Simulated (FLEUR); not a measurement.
Gd:

```xyz
2
Lattice="3.6360 0.0000 0.0000 -1.8180 3.1489 0.0000 0.0000 0.0000 5.7826" Properties=species:S:1:pos:R:3 pbc="T T T"
Gd    1.8180    1.0496    4.3369
Gd    0.0000    2.0992    1.4457
```

Base run:

* Program: FLEUR MaX-R8.1 (later development tree)
* Functional: LDA
* Potentials or basis: all-electron
* Basis: FLAPW
* Kmax: 4.1 1/bohr
* k mesh: 8 × 8 × 5
* Occupations: fermi-dirac, width 0.05 eV
* Spin: collinear spin, ferromagnetic start
* Starting moments: [7.0, 7.0] μB

Its results: net moment 15.04 μB per cell; site moments Gd +7.14 μB.

Q: The run is repeated on the same cell with these changes: functional from LDA to PBE. What comes out?

A: Net moment 15.23 μB per cell; site moments Gd +7.20 μB.

Not every run made on this cell is shown here.
